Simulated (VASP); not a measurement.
Input of a VASP 6.6.1 run:

File INCAR:

```
ALGO = Fast ; DIPOL = 0.5 0.5 0.500
EDIFF = 1E-7 ; ENCUT = 520
GGA = PE ; IDIPOL = 3
ISIF = 2 ; ISMEAR = 0
IVDW = 12 ; LASPH = T
LCHARG = F ; LDIPOL = T
LREAL = F ; LWAVE = F
NBANDS = 21 ; NELM = 60
PREC = Accurate ; SIGMA = 0.1
```

File KPOINTS:

```
k-points
0
Gamma
  12 12 1
```

The input POSCAR:

```
Sn
1.0
    4.6405182983      0.0000000000      0.0000000000
   -2.3202591491      4.0188067331      0.0000000000
    0.0000000000      0.0000000000     28.0000000000
Sn
2
Direct
    0.3333333333      0.6666666667      0.5154048783
    0.6666666667      0.3333333333      0.4845951217
```

Potentials or basis: VASP PAW PBE potentials, release 64 (Sn_d).

Command:

```bash
$ cat potpaw_PBE.64/Sn_d/POTCAR > POTCAR
$ mpirun -np 1 vasp_std > vasp.out
```

What does it give for the largest force?

0.006 eV/Å.

What does it give for the band gap on the k mesh?

None (metal or under the smearing width).

What does it give for the dispersion energy per atom?

-0.159 eV.

Forces in eV/Å, atoms in the order of the input:
```
Sn   0.000  0.000  0.006
Sn   0.000  0.000 -0.006
```
